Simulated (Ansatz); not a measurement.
## Ce (hcp)

Computed with Ansatz (plane waves, PAW, 420 eV cutoff): PBE with spin–orbit coupling, two-component spinors, Γ-centred 14×14×8 mesh, 0.05 eV Gaussian smearing; PAW files: Ansatz's generated set soft_2.

```
Ce
1.0
     3.29683    0.00000    0.00000
    -1.64842    2.85514    0.00000
     0.00000    0.00000    5.73664
Ce
2
Direct
  0.33333 0.66667 0.75000
  0.66667 0.33333 0.25000
```

At room temperature and ambient pressure Ce is fcc.

Magnetic state: non-magnetic, site spin moments none.

The cell is relaxed to zero pressure at this level.

Path: Γ–M–K–Γ–A–L–H–A | L–M | H–K, with Γ = (0.000, 0.000, 0.000), M = (0.500, 0.000, 0.000), K = (0.333, 0.333, 0.000), A = (0.000, 0.000, 0.500), L = (0.500, 0.000, 0.500), H = (0.333, 0.333, 0.500) in reciprocal vectors of the calculation's cell.

Q: Is it a metal or an insulator, and if it has a gap, where are the band edges on this path?

A: A metal: bands cross the Fermi level.

Bands as a text map, energy in eV from the Fermi level (dashes), each leg drawn with the same width:
```
  3.71 |  *      **   *  *        *   ****         ******
  3.43 |  *  *  *  *  *       **               * **      
  3.14 | *  * **    * *            *          * *        
  2.86 |*  * ***     **** *                      **      
  2.57 |** *       ********  *      ****  *    *   ***   
  2.29 | * ******    **   **  *      * **       * * ***  
  2.00 |* ** *** ** *  *******           ***     **    **
  1.71 |  *     ** *     ****          *** *             
  1.43 |**         ************     ***  ***    *  ****  
  1.14 |*************************************************
  0.86 |*************************************************
  0.57 |*************************************************
  0.29 |** ********** *************************  ********
  0.00 |************-********------------*-*---****--*-**
 -0.29 | **     *  ****    * **        ****         *    
 -0.57 |            **         *    ***        *   *  *  
 -0.86 |   *   **               * **     *   ****    *   
 -1.14 |  **  *     *        **  *   **   * **   * **    
 -1.43 | *  ** *     **     *       *  **  *      *  *   
 -1.71 |  ** ***   *    ****   *   *              *   *  
 -2.00 |*   * * ***    *  *     * *          *** *     **
 -2.29 |     *        *          *          *******      
 -2.57 | *               *                               
 -2.86 |*              **                                
 -3.14 |                                                 
 -3.43 |                                                 
 -3.71 |                                                 
 -4.00 |                                                 
        Γ    M    K    Γ    A    L    H    AL     MH    K
```

The starting moments died out; a magnetic state reached from other starts isn't excluded.

A lower state of the open shells can't be excluded, and forces and pressures are less sure for it.
